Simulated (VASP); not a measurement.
# PbS, equation of state: which settings are enough?

PbS, Cmcm (no. 63), 4 atoms in the cell. LDA; PAW potentials Pb_d, S (LDA set). VASP 6.6.1.

Wanted: equilibrium volume within 0.2 %; bulk modulus within 1 %.

What the run is for: equation of state; Accuracy asked: standard.

The series start from Plane-wave cutoff (eV): 340; k-point mesh: 6 × 6 × 5; Volumes: 5 from 0.92 to 1.08; Precision mode (PREC): Accurate; Electronic threshold (eV): 1e-6; Aspherical gradient terms in the spheres (LASPH): yes; Start of each volume: each volume from scratch. Each series keeps the choices made before it, and each single choice may use up half of a tolerance. Times cover all steps of a run.

## Plane-wave cutoff (eV)

| Plane-wave cutoff (eV) | Equilibrium volume (Å³/atom) | Bulk modulus (GPa) | Time (s) |
|---|---|---|---|
| 210 | 25.04 | 56.78 | 16 |
| 260 | 25.08 | 63.18 | 21 |
| 300 | 25.06 | 62.76 | 22 |
| 340 | 25.06 | 62.61 | 43 |
| 390 | 25.06 | 62.78 | 36 |
| 460 | 25.06 | 62.78 | 48 |
| 550 | 25.05 | 62.77 | 58 |
| 690 (reference) | 25.05 | 62.79 | 84 |

## k-point mesh

| k-point mesh | Equilibrium volume (Å³/atom) | Bulk modulus (GPa) | Time (s) |
|---|---|---|---|
| 2 × 2 × 2 | 25.68 | 59.39 | 6.5 |
| 3 × 3 × 2 | 25.14 | 61.83 | 7.7 |
| 3 × 3 × 3 | 25.06 | 62.28 | 8.1 |
| 4 × 4 × 4 | 25.01 | 62.94 | 14 |
| 5 × 5 × 4 | 25.04 | 62.45 | 17 |
| 6 × 6 × 5 | 25.06 | 62.76 | 22 |
| 7 × 7 × 7 | 25.06 | 62.85 | 29 |
| 9 × 9 × 8 (reference) | 25.06 | 62.94 | 48 |

## Volumes

| Volumes | Equilibrium volume (Å³/atom) | Bulk modulus (GPa) | Time (s) |
|---|---|---|---|
| 5 from 0.88 to 1.12 | 25.06 | 63.02 | 22 |
| 5 from 0.92 to 1.08 | 25.06 | 62.76 | 22 |
| 7 from 0.91 to 1.09 (reference) | 25.06 | 63.12 | 29 |

## Precision mode (PREC)

| Precision mode (PREC) | Equilibrium volume (Å³/atom) | Bulk modulus (GPa) | Time (s) |
|---|---|---|---|
| SingleN | 25.07 | 62.42 | 17 |
| Normal | 25.06 | 62.63 | 18 |
| Accurate (reference) | 25.06 | 63.12 | 29 |

## Electronic threshold (eV)

| Electronic threshold (eV) | Equilibrium volume (Å³/atom) | Bulk modulus (GPa) | Time (s) |
|---|---|---|---|
| 0.001 | 25.06 | 63.12 | 23 |
| 0.0001 | 25.06 | 63.12 | 23 |
| 1e-5 | 25.06 | 63.12 | 25 |
| 1e-6 | 25.06 | 63.12 | 29 |
| 1e-7 (reference) | 25.06 | 63.12 | 30 |

## Aspherical gradient terms in the spheres (LASPH)

| Aspherical gradient terms in the spheres (LASPH) | Equilibrium volume (Å³/atom) | Bulk modulus (GPa) | Time (s) |
|---|---|---|---|
| yes | 25.06 | 63.12 | 23 |
| no | 25.06 | 63.12 | 22 |

## Start of each volume

| Start of each volume | Equilibrium volume (Å³/atom) | Bulk modulus (GPa) | Time (s) |
|---|---|---|---|
| each volume from scratch | 25.06 | 63.12 | 23 |
| orbitals of the volume before (WAVECAR) | 25.06 | 63.14 | 17 |

## Question

The rows run from the loosest to the tightest (no order: aspherical gradient terms in the spheres, start of each volume). For each series: choose the loosest value from which every tighter one stays within half of the tolerance; where there is no order, keep the first row unless others stay within half of the tolerance and take at least 30 % less time, and then take the fastest.

## Answer

- Plane-wave cutoff (eV): 300
- k-point mesh: 6 × 6 × 5
- Volumes: 7 from 0.91 to 1.09, the last of the list; the one before it is off by more than half of the tolerance
- Precision mode (PREC): Accurate, the last of the list; the one before it is off by more than half of the tolerance
- Electronic threshold (eV): 0.001
- Aspherical gradient terms in the spheres (LASPH): yes
- Start of each volume: each volume from scratch

## All choices together

| Input | Equilibrium volume (Å³/atom) | Bulk modulus (GPa) | Time (s) |
|---|---|---|---|
| the program's defaults (naive) | 24.97 | 58.34 | 8.1 |
| chosen settings | 25.06 | 63.12 | 23 |
| reference settings throughout | 25.05 | 62.84 | 355 |

The tolerance is met.

## The input

INCAR:
```
ALGO     = Normal         # electronic algorithm
EDIFF    = 0.001          # SCF threshold, eV
EFERMI   = MIDGAP       
ENCUT    = 300            # plane-wave cutoff, eV
GGA      = CA             # functional
GGA_COMPAT= F            
ISIF     = 2              # what is computed and relaxed
ISMEAR   = 0              # smearing method
KPAR     = 8            
LASPH    = T              # aspherical terms in the spheres
LCHARG   = F              # write CHGCAR
LREAL    = F              # projectors in reciprocal space
LWAVE    = F              # write WAVECAR
NELM     = 120            # most SCF steps
NSW      = 0              # ionic steps
PREC     = Accurate       # precision mode
SIGMA    = 0.03           # smearing width, eV
```

KPOINTS:
```
Automatic mesh
0
Gamma
  6 6 5
  0 0 0
```

POSCAR.step1:
```
PbS
1.0
    2.0155825443     -5.8058788587      0.0000000000
    2.0155825443      5.8058788587      0.0000000000
    0.0000000000      0.0000000000      4.1468849792
Pb S
2 2
Direct
    0.1305633500      0.8694366500      0.2500000000
    0.8694366500      0.1305633500      0.7500000000
    0.3547970900      0.6452029100      0.2500000000
    0.6452029100      0.3547970900      0.7500000000
```

POSCAR.step2:
```
PbS
1.0
    2.0374927668     -5.8689911821      0.0000000000
    2.0374927668      5.8689911821      0.0000000000
    0.0000000000      0.0000000000      4.1919633476
Pb S
2 2
Direct
    0.1305633500      0.8694366500      0.2500000000
    0.8694366500      0.1305633500      0.7500000000
    0.3547970900      0.6452029100      0.2500000000
    0.6452029100      0.3547970900      0.7500000000
```

POSCAR.step3:
```
PbS
1.0
    2.0589416353     -5.9307745770      0.0000000000
    2.0589416353      5.9307745770      0.0000000000
    0.0000000000      0.0000000000      4.2360925204
Pb S
2 2
Direct
    0.1305633500      0.8694366500      0.2500000000
    0.8694366500      0.1305633500      0.7500000000
    0.3547970900      0.6452029100      0.2500000000
    0.6452029100      0.3547970900      0.7500000000
```

POSCAR.step4:
```
PbS
1.0
    2.0799526950     -5.9912968650      0.0000000000
    2.0799526950      5.9912968650      0.0000000000
    0.0000000000      0.0000000000      4.2793209400
Pb S
2 2
Direct
    0.1305633500      0.8694366500      0.2500000000
    0.8694366500      0.1305633500      0.7500000000
    0.3547970900      0.6452029100      0.2500000000
    0.6452029100      0.3547970900      0.7500000000
```

POSCAR.step5:
```
PbS
1.0
    2.1005476254     -6.0506204940      0.0000000000
    2.1005476254      6.0506204940      0.0000000000
    0.0000000000      0.0000000000      4.3216932099
Pb S
2 2
Direct
    0.1305633500      0.8694366500      0.2500000000
    0.8694366500      0.1305633500      0.7500000000
    0.3547970900      0.6452029100      0.2500000000
    0.6452029100      0.3547970900      0.7500000000
```

POSCAR.step6:
```
PbS
1.0
    2.1207464379     -6.1088031065      0.0000000000
    2.1207464379      6.1088031065      0.0000000000
    0.0000000000      0.0000000000      4.3632505017
Pb S
2 2
Direct
    0.1305633500      0.8694366500      0.2500000000
    0.8694366500      0.1305633500      0.7500000000
    0.3547970900      0.6452029100      0.2500000000
    0.6452029100      0.3547970900      0.7500000000
```

POSCAR.step7:
```
PbS
1.0
    2.1405676469     -6.1658980336      0.0000000000
    2.1405676469      6.1658980336      0.0000000000
    0.0000000000      0.0000000000      4.4040309074
Pb S
2 2
Direct
    0.1305633500      0.8694366500      0.2500000000
    0.8694366500      0.1305633500      0.7500000000
    0.3547970900      0.6452029100      0.2500000000
    0.6452029100      0.3547970900      0.7500000000
```

Commands (each step's output is kept before the next begins):
```
cat potpaw_LDA.64/Pb_d/POTCAR potpaw_LDA.64/S/POTCAR > POTCAR
cp POSCAR.step1 POSCAR
mpirun -np 8 vasp_std > vasp.out
cp POSCAR.step2 POSCAR
mpirun -np 8 vasp_std > vasp.out
cp POSCAR.step3 POSCAR
mpirun -np 8 vasp_std > vasp.out
cp POSCAR.step4 POSCAR
mpirun -np 8 vasp_std > vasp.out
cp POSCAR.step5 POSCAR
mpirun -np 8 vasp_std > vasp.out
cp POSCAR.step6 POSCAR
mpirun -np 8 vasp_std > vasp.out
cp POSCAR.step7 POSCAR
mpirun -np 8 vasp_std > vasp.out
```

Limits: Every volume keeps the cell's shape and the atoms' fractional positions, so the modulus is that of a clamped cell, stiffer than the relaxed one, above all in layered crystals.

The chosen input took VASP 6.6.1 23 s on 8 cores (Intel Xeon 6975P-C (Granite Rapids)), a shared host.

## An input that fails: cutoff far too low

It runs to its end, but against the unchanged starting input it is off by 0.51 % in the equilibrium volume, 274 % in the bulk modulus.

Changes against the starting input:
```
(all steps)
- PREC = Accurate
- NELM = 120
- ENCUT = 340
+ PREC = Low
+ NELM = 56
+ ENCUT = 160
```
